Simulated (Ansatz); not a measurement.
**Li on Pd(100): change of the work function**

Wanted: Δφ(θ) for Li/Pd(100), starting from the bridge site.

Calculated with Ansatz 0.2.0; plane-wave DFT, PBE, Ansatz PAW, in the first sound run; inputs show where later runs differ.

## (1) Set-up

The cell holds 4 atoms: 4 Pd. Its edges and angles: a = 2.751 Å, b = 2.751 Å, c = 23.835 Å, α = 90.0°, β = 90.0°, γ = 90.0°. Vacuum lies along c.

Structure file:

```cif
data_structure
_symmetry_space_group_name_H-M 'P 1'
_symmetry_Int_Tables_number 1
_cell_length_a 2.7506
_cell_length_b 2.7506
_cell_length_c 23.8350
_cell_angle_alpha 90.000
_cell_angle_beta 90.000
_cell_angle_gamma 90.000
_cell_volume 180.34
loop_
_atom_site_label
_atom_site_type_symbol
_atom_site_fract_x
_atom_site_fract_y
_atom_site_fract_z
_atom_site_occupancy
Pd1 Pd 0.50000 0.50000 0.37760 1
Pd2 Pd 0.00000 0.00000 0.45920 1
Pd3 Pd 0.50000 0.50000 0.54080 1
Pd4 Pd 0.00000 0.00000 0.62240 1
```

## (2) The clean slab

The bare slab comes first, as the zero from which every change is counted. The two lowest layers are held at bulk places and the upper ones relax. The dipole correction removes the false field that a one-sided slab makes across the periodic vacuum, so each face gets a flat vacuum level of its own.

input.yaml

```yaml
crystal:
  lattice:
    - [2.7506453788, 0.0, 0.0]
    - [0.0, 2.7506453788, 0.0]
    - [0.0, 0.0, 23.835]
  atoms:
    - { symbol: Pd, position: [0.5, 0.5, 0.3775959723] }
    - { symbol: Pd, position: [0.0, 0.0, 0.4591986574] }
    - { symbol: Pd, position: [0.5, 0.5, 0.5408013426] }
    - { symbol: Pd, position: [0.0, 0.0, 0.6224040277] }
kpoints:
  mp_grid: { grid: [11, 11, 1] }
hamiltonian:
  xc: pbe
scf:
  occupations: { method: fermi_dirac, width: 0.1 }
  convergence: { dr2_threshold: 1.0e-08 }
efield:
  axis: 3
  dipole_correction: true
  ramp_position: 0.97
  ramp_width: 0.06
relax:
  f_tol: 0.02
  max_steps: 60
  constraints: [{ sites: [0, 1] }]
output:
  write_potential: true
  write_density: true
  volumetric_format: npy
```

Started as:

```sh
$ ansatz run input.yaml --threads 4 --pin off --max-ram 12288MiB --backend cpu --events-out ev --progress --plain --runs-dir out
```

Numbers of over 12 decimals in the logs are rounded to 6 here.

What it wrote:

```text
Engine: ansatz 0.2.0, aarch64-unknown-linux-gnu
Pseudopotentials: kind: paw
Pseudopotential: Pd, paw, valence charge 18, recommended cutoff 420 eV (normal), Pd.paw.azcp
Functional definition: PBE
  parameter kappa = 0.804
  parameter beta = 0.066725
  exchange = pbe_x(kappa = kappa, mu = beta*pi^2/3)
  correlation = pbe_c(beta = beta)
Crystal: 4 atoms, lattice volume = 180.337 Å³
Basis set: ecut = 420 eV, 3579 PW (Γ), exchange–correlation on 40×40×320 points (8 copies of the dense FFT grid, shifted against one another)
Bands: 44, of which v1, the nominal top of the filled ones, is band 36 counted from 1 (35 counted from 0)
Symmetry: 8 space group operations
k-points: 21 of 121
Non-local potential: Pd, projectors of the file, l = 0: 2, l = 1: 2, l = 2: 2, l = 3: 1
PAW form: soft (Blöchl's): semilocal exchange-correlation on the pseudo side does not see the compensation charge
PAW one-centre angular grid: Pd, 590 points (default); XC on 64 Gauss nodes
Initial density: superposition of atomic densities (neutral atoms: chi_scale 0, normalization atom), corrected by the library's trained network
Initial wavefunctions: pseudopotential atomic-orbital guess
Functional: x = pbe(κ = 0.804, μ = 0.219515), c = pbe(β = 0.066725)
SCF iter   1: F=—  HF=-27890.100199 eV  |F-HF|=—  |Δ(HF+E_count)|=         —  Δρ=8.21e-3  dr2=7.83e-1  ethr=1.77e-3  p=0.000 e·Å  D=1.08e-13 V/Å  ΔV_dip=-0.00 eV  dr2_dipole=9.41e-8  V_vac-E_F(+/−)=4.79/4.79 eV  ⟨swp⟩=8.6  Hψ=4200  notcnv=0  defer=8
efield: sawtooth ramp at fractional position 0.9700 (set: `efield.ramp_position`, or a place that a band, a saddle search or an elastic batch's reference lends), width 0.0600; the density the first Hamiltonian is built on has a dipole p = 0.000 e·Å; the dipole correction subtracts the counter field D = 1.08e-13 V/Å, which shifts the + side's vacuum level by -0.00 eV against the − side's; the planar-averaged density in the ramp window peaks in size at 7.1e-6 e/Å³
preconditioner: auto → LDOS  [metal: Δε(μ)=0.013 eV  Ē_g=7.035 eV  σ=0.100 eV  W_gap=0.03  n_scr=28 (ndim 8)  ℏωp=17.5 eV  f_vac=0.617  D(μ)=8.06/eV (n_scr^D=72)  β→1.0]
SCF iter   2: F=—  HF=-27890.084058 eV  |F-HF|=—  |Δ(HF+E_count)|=   1.61e-2  Δρ=7.04e-3  dr2=1.29e-1  ethr=1.09e-3  p=0.000 e·Å  D=1.61e-5 V/Å  ΔV_dip=-0.00 eV  dr2_dipole=1.69e-7  V_vac-E_F(+/−)=5.14/5.14 eV  ⟨swp⟩=2.7  Hψ=1230  notcnv=0  defer=26
SCF iter   3: F=—  HF=-27890.071524 eV  |F-HF|=—  |Δ(HF+E_count)|=   1.25e-2  Δρ=2.89e-3  dr2=7.72e-2  ethr=1.80e-4  p=0.000 e·Å  D=3.33e-6 V/Å  ΔV_dip=-0.00 eV  dr2_dipole=1.22e-8  V_vac-E_F(+/−)=5.03/5.03 eV  ⟨swp⟩=2.2  Hψ=1422  notcnv=0  defer=26
SCF iter   4: F=—  HF=-27890.069106 eV  |F-HF|=—  |Δ(HF+E_count)|=   2.42e-3  Δρ=7.04e-4  dr2=1.47e-3  ethr=1.07e-4  p=0.000 e·Å  D=1.04e-6 V/Å  ΔV_dip=-0.00 eV  dr2_dipole=3.66e-9  V_vac-E_F(+/−)=5.09/5.09 eV  ⟨swp⟩=1.7  Hψ=928  notcnv=0  defer=26
SCF iter   5: F=—  HF=-27890.069467 eV  |F-HF|=—  |Δ(HF+E_count)|=   3.61e-4  Δρ=2.45e-4  dr2=9.01e-5  ethr=2.05e-6  p=0.000 e·Å  D=2.98e-6 V/Å  ΔV_dip=-0.00 eV  dr2_dipole=3.10e-9  V_vac-E_F(+/−)=5.10/5.10 eV  ⟨swp⟩=2.0  Hψ=1383  notcnv=0  defer=26
SCF iter   6: F=—  HF=-27890.069652 eV  |F-HF|=—  |Δ(HF+E_count)|=   1.85e-4  Δρ=4.93e-5  dr2=6.36e-6  ethr=1.25e-7  p=0.000 e·Å  D=2.56e-7 V/Å  ΔV_dip=-0.00 eV  dr2_dipole=1.05e-10  V_vac-E_F(+/−)=5.09/5.09 eV  ⟨swp⟩=2.0  Hψ=1394  notcnv=0  defer=26
SCF iter   7: F=—  HF=-27890.069653 eV  |F-HF|=—  |Δ(HF+E_count)|=   6.59e-7  Δρ=2.18e-5  dr2=1.13e-6  ethr=8.83e-9  p=0.000 e·Å  D=2.07e-7 V/Å  ΔV_dip=-0.00 eV  dr2_dipole=4.90e-12  V_vac-E_F(+/−)=5.09/5.09 eV  ⟨swp⟩=2.8  Hψ=1609  notcnv=0  defer=26
SCF iter   8: F=—  HF=-27890.069653 eV  |F-HF|=—  |Δ(HF+E_count)|=   2.72e-7  Δρ=7.13e-6  dr2=1.40e-7  ethr=1.57e-9  p=0.000 e·Å  D=7.15e-8 V/Å  ΔV_dip=-0.00 eV  dr2_dipole=3.57e-13  V_vac-E_F(+/−)=5.09/5.09 eV  ⟨swp⟩=2.5  Hψ=1586  notcnv=0  defer=26
SCF iter   9: F=—  HF=-27890.069653 eV  |F-HF|=—  |Δ(HF+E_count)|=   1.32e-7  Δρ=2.66e-6  dr2=1.07e-8  ethr=1.94e-10  p=-0.000 e·Å  D=-2.17e-8 V/Å  ΔV_dip=0.00 eV  dr2_dipole=4.96e-13  V_vac-E_F(+/−)=5.09/5.09 eV  ⟨swp⟩=2.1  Hψ=1357  notcnv=0  defer=26
SCF iter  10: F=-27890.069653 eV  HF=-27890.069653 eV  |F-HF|=1.04e-8  |Δ(HF+E_count)|=   7.48e-8  Δρ=6.03e-7  dr2=5.84e-10  ethr=1.39e-11  p=-0.000 e·Å  D=-3.41e-9 V/Å  ΔV_dip=0.00 eV  dr2_dipole=1.19e-13  V_vac-E_F(+/−)=5.09/5.09 eV  ⟨swp⟩=9.1  Hψ=6022  notcnv=0
SCF 1 converged in 10 iterations: F = -27890.069653 eV  dr2 = 5.84e-10
  greatest PAW one-centre occupation: 0.999 electrons in one spin orbital (limit 2), on the Pd atom at site 3 (counted from 0), in its partial waves of l = 0
relax step   1: F+E_penalty+E_count = -27890.06965335 eV  Δ(F+E_penalty+E_count) = +0.000e0 eV  max|allowed force component| = 2.005e-1 eV/Å  Δτ_max = 0.0000 Å  (10 SCF iters, accepted)
Initial density: handed on by an earlier stage of this run
Initial wavefunctions: those handed on with the density
iter 1 solved again at ethr=1.93e-4 eV; its pass at ethr=3.10e-3 eV (dr2=1.39e-1 eV) is discarded
SCF iter   1: F=—  HF=-27890.110763 eV  |F-HF|=—  |Δ(HF+E_count)|=         —  Δρ=8.18e-3  dr2=1.58e-1  ethr=1.93e-4  p=-0.000 e·Å  D=-2.79e-7 V/Å  ΔV_dip=0.00 eV  dr2_dipole=7.53e-3  V_vac-E_F(+/−)=5.12/5.12 eV  ⟨swp⟩=2.0  Hψ=3630  notcnv=0  defer=25
efield: sawtooth ramp at fractional position 0.9700 (set: `efield.ramp_position`, or a place that a band, a saddle search or an elastic batch's reference lends), width 0.0600; the density the first Hamiltonian is built on has a dipole p = -0.000 e·Å; the dipole correction subtracts the counter field D = -2.79e-7 V/Å, which shifts the + side's vacuum level by +0.00 eV against the − side's; the planar-averaged density in the ramp window peaks in size at 2.3e-6 e/Å³
eigensolver tolerance schedule calibrated: the retry pair's looser diagonalisation under-reported the residual by θ = 0.12 (0.10/decade); ethr = c·dr2/N_el runs at the constant in force after the calibration composes with the one it found (an armed cap, an earlier calibration), c = 9.5e-2
preconditioner: auto → LDOS  [metal: Δε(μ)=0.018 eV  Ē_g=7.176 eV  σ=0.100 eV  W_gap=0.05  n_scr=28 (ndim 8)  ℏωp=17.5 eV  f_vac=0.612  D(μ)=8.11/eV (n_scr^D=72)  β→1.0]
SCF iter   2: F=—  HF=-27890.114999 eV  |F-HF|=—  |Δ(HF+E_count)|=   4.24e-3  Δρ=6.17e-3  dr2=1.85e-1  ethr=1.93e-4  p=0.010 e·Å  D=9.68e-3 V/Å  ΔV_dip=-0.23 eV  dr2_dipole=2.68e-2  V_vac-E_F(+/−)=4.87/5.10 eV  ⟨swp⟩=2.6  Hψ=1712  notcnv=0  defer=25
[...]
SCF iter   8: F=—  HF=-27890.081324 eV  |F-HF|=—  |Δ(HF+E_count)|=   1.51e-5  Δρ=2.36e-5  dr2=3.51e-6  ethr=2.11e-8  p=-0.000 e·Å  D=-1.80e-4 V/Å  ΔV_dip=0.00 eV  dr2_dipole=6.78e-8  V_vac-E_F(+/−)=5.11/5.10 eV  ⟨swp⟩=1.6  Hψ=960  notcnv=0  defer=26
SCF iter   9: F=—  HF=-27890.081327 eV  |F-HF|=—  |Δ(HF+E_count)|=   3.82e-6  Δρ=7.43e-6  dr2=2.66e-7  ethr=4.66e-9  p=-0.000 e·Å  D=-1.86e-4 V/Å  ΔV_dip=0.00 eV  dr2_dipole=7.70e-9  V_vac-E_F(+/−)=5.11/5.10 eV  ⟨swp⟩=1.7  Hψ=1059  notcnv=0  defer=26
SCF iter  10: F=—  HF=-27890.081328 eV  |F-HF|=—  |Δ(HF+E_count)|=   2.53e-7  Δρ=2.37e-6  dr2=3.82e-8  ethr=3.52e-10  p=-0.000 e·Å  D=-1.85e-4 V/Å  ΔV_dip=0.00 eV  dr2_dipole=1.97e-9  V_vac-E_F(+/−)=5.11/5.10 eV  ⟨swp⟩=1.9  Hψ=1214  notcnv=0  defer=26
SCF iter  11: F=-27890.081328 eV  HF=-27890.081328 eV  |F-HF|=3.00e-9  |Δ(HF+E_count)|=   2.81e-8  Δρ=1.00e-6  dr2=3.92e-9  ethr=1.33e-11  p=-0.000 e·Å  D=-1.84e-4 V/Å  ΔV_dip=0.00 eV  dr2_dipole=1.41e-11  V_vac-E_F(+/−)=5.11/5.10 eV  ⟨swp⟩=9.3  Hψ=6082  notcnv=0
SCF 2 converged in 11 iterations: F = -27890.081328 eV  dr2 = 3.92e-9
  greatest PAW one-centre occupation: 0.999 electrons in one spin orbital (limit 2), on the Pd atom at site 0 (counted from 0), in its partial waves of l = 0
relax step   2: F+E_penalty+E_count = -27890.08132776 eV  Δ(F+E_penalty+E_count) = -1.167e-2 eV  max|allowed force component| = 6.613e-2 eV/Å  Δτ_max = 0.1300 Å  (11 SCF iters, accepted)
SCF iter   1: F=—  HF=-27890.084827 eV  |F-HF|=—  |Δ(HF+E_count)|=         —  Δρ=2.33e-3  dr2=2.70e-2  ethr=1.35e-4  p=-0.000 e·Å  D=-1.84e-4 V/Å  ΔV_dip=0.00 eV  dr2_dipole=5.22e-3  V_vac-E_F(+/−)=5.10/5.09 eV  ⟨swp⟩=3.2  Hψ=1970  notcnv=0  defer=26
efield: sawtooth ramp at fractional position 0.9700 (set: `efield.ramp_position`, or a place that a band, a saddle search or an elastic batch's reference lends), width 0.0600; the density the first Hamiltonian is built on has a dipole p = -0.000 e·Å; the dipole correction subtracts the counter field D = -1.84e-4 V/Å, which shifts the + side's vacuum level by +0.00 eV against the − side's; the planar-averaged density in the ramp window peaks in size at 9.5e-7 e/Å³
preconditioner: auto → LDOS  [metal: Δε(μ)=0.006 eV  Ē_g=7.143 eV  σ=0.100 eV  W_gap=0.01  n_scr=28 (ndim 8)  ℏωp=17.5 eV  f_vac=0.612  D(μ)=8.11/eV (n_scr^D=72)  β→1.0]
SCF iter   2: F=—  HF=-27890.084505 eV  |F-HF|=—  |Δ(HF+E_count)|=   3.22e-4  Δρ=1.57e-3  dr2=1.23e-2  ethr=3.75e-5  p=-0.002 e·Å  D=-2.28e-3 V/Å  ΔV_dip=0.05 eV  dr2_dipole=1.91e-3  V_vac-E_F(+/−)=5.16/5.10 eV  ⟨swp⟩=2.0  Hψ=1605  notcnv=0  defer=26
SCF iter   3: F=—  HF=-27890.082618 eV  |F-HF|=—  |Δ(HF+E_count)|=   1.89e-3  Δρ=5.35e-4  dr2=1.42e-3  ethr=1.71e-5  p=0.000 e·Å  D=1.73e-4 V/Å  ΔV_dip=-0.00 eV  dr2_dipole=1.44e-4  V_vac-E_F(+/−)=5.10/5.10 eV  ⟨swp⟩=2.0  Hψ=1401  notcnv=0  defer=26
SCF iter   4: F=—  HF=-27890.082462 eV  |F-HF|=—  |Δ(HF+E_count)|=   1.56e-4  Δρ=1.64e-4  dr2=7.29e-5  ethr=1.97e-6  p=-0.000 e·Å  D=-4.63e-5 V/Å  ΔV_dip=0.00 eV  dr2_dipole=8.33e-6  V_vac-E_F(+/−)=5.10/5.10 eV  ⟨swp⟩=2.0  Hψ=1289  notcnv=0  defer=26
SCF iter   5: F=—  HF=-27890.082513 eV  |F-HF|=—  |Δ(HF+E_count)|=   5.10e-5  Δρ=3.43e-5  dr2=8.78e-6  ethr=1.01e-7  p=-0.000 e·Å  D=-1.04e-4 V/Å  ΔV_dip=0.00 eV  dr2_dipole=2.83e-6  V_vac-E_F(+/−)=5.10/5.10 eV  ⟨swp⟩=2.6  Hψ=1489  notcnv=0  defer=26
SCF iter   6: F=—  HF=-27890.082511 eV  |F-HF|=—  |Δ(HF+E_count)|=   2.35e-6  Δρ=1.63e-5  dr2=6.87e-7  ethr=1.22e-8  p=-0.000 e·Å  D=-1.01e-4 V/Å  ΔV_dip=0.00 eV  dr2_dipole=5.16e-8  V_vac-E_F(+/−)=5.10/5.10 eV  ⟨swp⟩=1.5  Hψ=1017  notcnv=0  defer=26
SCF iter   7: F=—  HF=-27890.082511 eV  |F-HF|=—  |Δ(HF+E_count)|=   5.42e-7  Δρ=8.26e-6  dr2=2.47e-7  ethr=9.54e-10  p=-0.000 e·Å  D=-1.19e-4 V/Å  ΔV_dip=0.00 eV  dr2_dipole=1.59e-9  V_vac-E_F(+/−)=5.10/5.10 eV  ⟨swp⟩=1.7  Hψ=1075  notcnv=0  defer=26
SCF iter   8: F=—  HF=-27890.082511 eV  |F-HF|=—  |Δ(HF+E_count)|=   1.20e-8  Δρ=3.59e-6  dr2=7.74e-8  ethr=3.44e-10  p=-0.000 e·Å  D=-1.33e-4 V/Å  ΔV_dip=0.00 eV  dr2_dipole=5.05e-10  V_vac-E_F(+/−)=5.10/5.10 eV  ⟨swp⟩=1.1  Hψ=904  notcnv=0  defer=26
SCF iter   9: F=-27890.082511 eV  HF=-27890.082511 eV  |F-HF|=1.42e-8  |Δ(HF+E_count)|=   2.15e-8  Δρ=1.75e-6  dr2=8.26e-9  ethr=1.39e-11  p=-0.000 e·Å  D=-1.33e-4 V/Å  ΔV_dip=0.00 eV  dr2_dipole=1.51e-11  V_vac-E_F(+/−)=5.10/5.10 eV  ⟨swp⟩=8.2  Hψ=6325  notcnv=0
SCF 3 converged in 9 iterations: F = -27890.082511 eV  dr2 = 8.26e-9
relax step   3: F+E_penalty+E_count = -27890.08251139 eV  Δ(F+E_penalty+E_count) = -1.184e-3 eV  max|allowed force component| = 2.316e-3 eV/Å  Δτ_max = 0.0327 Å  (9 SCF iters, accepted)
NSCF: frozen V_eff on 21 k-points
the band table was solved once a step of the walk had ended and its energy, with any forces and stress, was formed, with the checks that follow a solve (5162 applications of the Hamiltonian). They found nothing against the state; the energy, forces and stress were not computed again (output.eigenvalues in the input reference)
WARN: The input density's exchange-correlation potential varies sharply where the density is thin. Do not read a vacuum level from v_tot or v_xc, or from such a field of the output density. On a cell that repeats whose density bears no net charge and no dipole along the vacuum's axis use v_es (v_loc + v_h of the components); under efield.dipole_correction with no amplitude use v_es + v_field, which holds any external [...]
SCF converged after 9 iterations
Free energy (F): -27890.082511 eV
Harris-Foulkes:  -27890.082511 eV  (|F-HF|=1.42e-8)
Internal energy: -27889.825125 eV  (E = F + TS)
E sigma→0 (E₀):  -27889.953818 eV
Entropy (-TS):   -0.257386 eV (-64.347 meV/atom)
Fermi energy:    3.056890 eV
Dipole field:    D = -0.000128 V/Å  (p = -0.000127 e·Å, saw-weighted, corrected)
Work function:   Φ+ = 5.1043 eV   Φ− = 5.1013 eV
Levels:          The Fermi level and band energies are counted from a zero that moves with the ramp; work functions are not
--- Per-component energies (eV) ---
  E_band       = -1731.108540
  E_kinetic    = 2053.375063
  E_local      = -119246.367240  (includes V_loc(G=0)·N_el)
  E_nonlocal   = 870.754065
  E_hartree    = 58376.764909
  E_xc         = -671.926310
  E_vxc        = -842.552198  (∫ρ·V_xc dr)
  E_paw        = -15002.313891  (= ΣΔE_a)
  E_vpaw       = -1319.837397  (= ΣTr[D̂ρ^β])
  E_aug_tail   = 0.000880  (compensation charges beyond the density's cutoff)
  E_efield     = 0.000000  (sawtooth field / dipole correction)
  E_vefield    = 0.000362  (∫n·V_field dr)
  E_ewald      = 45729.887397
  E_smearing   = -0.257386  (= −TS)
  E_closure    = -0.000000  (closes the sum)
  Σ components = -27890.082511   (vs F -27890.082511, Δ=0.00e0)
--- Forces (eV/Å), atoms counted from 1 ---
  atom   1  Pd    -0.00000000     0.00000000    -0.18792898
  atom   2  Pd     0.00000000     0.00000000     0.18365842
  atom   3  Pd     0.00000000     0.00000000     0.00231618
  atom   4  Pd     0.00000000     0.00000000     0.00198807
  max |Σ_I F_I| component: 3.37e-5 eV/Å
--- Band table (eV; the first three rows and the last of 21) ---
  k-point 0: bands = [... 32 lower, 2.4691, 2.5271, 2.5271, 2.9198, 3.0495, 3.1533, 3.1533, 4.1603, ... 4 higher]
  k-point 1: bands = [... 32 lower, 2.2537, 2.2677, 2.7047, 2.7875, 2.9094, 2.9680, 3.1910, 4.5967, ... 4 higher]
  k-point 2: bands = [... 32 lower, 1.9790, 2.1076, 2.5826, 2.6164, 2.9631, 3.1693, 3.2981, 5.4608, ... 4 higher]
  k-point 20: bands = [... 32 lower, 3.2075, 3.2851, 3.5512, 3.6043, 7.0416, 7.8978, 9.1471, 10.0848, ... 4 higher]
--- Relaxed structure (3 steps of the walk, 3 accepted, 0 SCFs on fresh bases) ---
  F+E_penalty+E_count = -27890.08251139 eV   max|allowed force component| = 2.316e-3 eV/Å
  atoms:
    - { symbol: Pd, position: [0.5, 0.5, 0.377596] }
    - { symbol: Pd, position: [0.0, 0.0, 0.459199] }
    - { symbol: Pd, position: [0.5, 0.5, 0.543317] }
    - { symbol: Pd, position: [0, 0.0, 0.626484] }
```

Elapsed: 14 s, on 4 threads of Arm Neoverse V1, shared host; peak memory 0.63 GiB; 54 s of CPU time.

The steps of the relaxation:

```csv
step,energy less that of the first step (eV),largest force component (eV/Å)
1,0.0000,0.2005
2,-0.0117,0.0661
3,-0.0129,0.0023
```

Forces are held to the 8 operations that the run works with; a distortion that breaks them can't arise in this run.

The atoms that moved most (Å):

```csv
atom,dx,dy,dz,length
Pd4,0.000,0.000,0.097,0.097
Pd3,0.000,0.000,0.060,0.060
```

Numbers from this step:

```yaml
energy_at_zero_smearing: -27889.9538 eV
work_function_upper_face: 5.104 eV
dipole_along_the_normal: -1.27e-4 e·Å
```

Running mean over 1.945 Å of the planar mean; the ramp of the sawtooth is left out. Table of electron's electrostatic potential energy less the Fermi level by z:

```csv
z (Å),electron's electrostatic potential energy less the Fermi level (eV)
3.0,5.10
3.5,5.10
4.0,5.10
4.5,5.10
5.0,5.10
5.5,5.09
6.0,5.06
6.5,4.95
7.0,4.54
7.5,2.71
8.0,-1.67
8.5,-6.20
9.0,-8.07
9.5,-8.40
10.0,-8.46
10.5,-8.51
11.0,-8.49
11.5,-8.20
12.0,-8.02
12.5,-8.25
13.0,-8.43
13.5,-8.22
14.0,-8.05
14.5,-8.14
15.0,-7.89
15.5,-5.70
16.0,-0.965
16.5,3.12
17.0,4.64
17.5,4.98
18.0,5.07
18.5,5.10
19.0,5.10
19.5,5.10
20.0,5.10
20.5,5.10
```

The relaxation took 3 steps and lowered the energy by 0.013 eV; the largest force on the free atoms ends at 0.0023 eV/Å.

The work function of the upper face is 5.10 eV.

(Part 1 of 5 ends here.)

[Logs are printed without paths, hosts, clocks, repeated set-up lines and the standing remarks that a program may print on its own settings, such as how far it seeks lower states.]

[Hosts, paths, dates, database ids (printed as entryN), source tags and the programs' standing remarks are cut or masked in the printed files.]

[Maps of the electrostatic potential energy from Ansatz leave out the sawtooth potential of an applied field or a dipole correction, so their vacuum need not be flat; planar profiles and work functions include it.]
